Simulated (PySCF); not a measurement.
Electric field gradients and quadrupole coupling constants

Malononitrile, C₃H₂N₂.
Geometry (PBE0-D3(BJ)/def2-SVP, Å), atoms numbered from 1 in this order:
```
atom  x, y, z in Å
N1    -2.2033    0.9596    0.0137
C2    -1.2221    0.3496    0.0115
C3     0.0027   -0.4478    0.0099
C4     1.2185    0.3625   -0.0261
N5     2.1917    0.9844   -0.0562
H6     0.0195   -1.0857    0.9094
H7    -0.0070   -1.1228   -0.8622
```

Field gradients from the PBE0/pcSseg-1 density (PySCF, non-relativistic), principal values in atomic units, ordered |Vxx| ≤ |Vyy| ≤ |Vzz|:

```csv
atom,Vxx,Vyy,Vzz
N1,0.4511,0.5197,-0.9708
N5,0.4512,0.5197,-0.9709
```

**Question.** Find the asymmetry η = (Vxx − Vyy)/Vzz and the couplings χ = eQV/h (234.96 MHz × Q in barn × V in au), with Q(14N) = 0.02044 b.

**Answer.** 
```tsv
atom	environment	nucleus	η	χzz (MHz)	χxx (MHz)	χyy (MHz)
N1	nitrile nitrogen	14N	0.07	-4.663	2.167	2.496
N5	nitrile nitrogen	14N	0.07	-4.663	2.167	2.496
```

**Question.** What is Vzz at N5 in SI units (1 au = 9.71736 × 10²¹ V/m²)?

**Answer.** -0.9709 au = -9.434 × 10²¹ V/m².

**Question.** What couplings would deuterons (Q(2H) = 0.00286 b) have in place of the hydrogens, at this geometry?

**Answer.** 
| atom | bonded to | bond length (Å) | Vzz (au) | η | χzz (kHz) |
| --- | --- | --- | --- | --- | --- |
| H6 | C3 | 1.103 | 0.2754 | 0.05 | 185 |
| H7 | C3 | 1.103 | 0.2753 | 0.05 | 185 |

Geometry: PBE0-D3(BJ)/def2-SVP; no solvent, vibrations or thermal averaging. The small basis limits the accuracy of the gradients.
